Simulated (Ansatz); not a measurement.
Crystal: HfN.

```
CELL_PARAMETERS angstrom
2.82503 0.00000 0.00000
0.00000 2.82503 0.00000
0.00000 0.00000 2.82503
ATOMIC_POSITIONS crystal
Hf 0.50000 0.50000 0.50000
N 0.00000 0.00000 0.00000
```

The cell was built by a generator and needn't be a form met in nature.

Base run:

* Program: Ansatz 0.2.0
* Functional: PBE
* Potentials or basis: Ansatz PAW
* Cutoff: 350 eV
* Density cutoff: 1400 eV
* k mesh: 9 × 9 × 9
* Occupations: fermi-dirac, width 0.05 eV
* Spin: no spin polarisation

Its results: band gap on the k mesh none (metal or under the smearing width); pressure 1.0 GPa.

Q: The run is repeated on the same cell with these changes: potentials or basis from Ansatz PAW to Ansatz NC; cutoff from 350 eV to 1240 eV (not typed: the program's choice for these potentials). What comes out?

A: Band gap on the k mesh none (metal or under the smearing width); pressure 0.3 GPa.

Caveats: the pressure holds a Pulay correction of +4.4 GPa for the finite cutoff (some runs); the cutoff lies under the one recommended for these potentials (some runs); spin-orbit coupling is left out, which moves the levels of the heavy elements (some runs).
